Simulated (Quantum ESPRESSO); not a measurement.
Be:

```
CELL_PARAMETERS angstrom
2.28530 0.00000 0.00000
-1.14265 1.97913 0.00000
0.00000 0.00000 3.58420
ATOMIC_POSITIONS crystal
Be 0.66667 0.33333 0.75000
Be 0.33333 0.66667 0.25000
```

Base run:

```yaml
Program: Quantum ESPRESSO 7.5
Functional: PBE
Potentials_or_basis: SSSP 1.3 efficiency PBE
Cutoff: 748 eV
Density_cutoff: 5987 eV
k_mesh: 13 × 13 × 8
Occupations: fermi-dirac, width 0.05 eV
Spin: no spin polarisation
```

Its results: band gap on the k mesh none (metal or under the smearing width); pressure -2.3 GPa.

Task: The run is repeated on the same cell with these changes: functional from PBE to LDA; potentials or basis from SSSP 1.3 efficiency PBE to PseudoDojo 0.4.1 SR LDA standard; cutoff from 748 eV to 1197 eV; density cutoff from 5987 eV to 4789 eV. What comes out?

Result: Band gap on the k mesh none (metal or under the smearing width); pressure -8.0 GPa.

Not every run made on this cell is shown here.
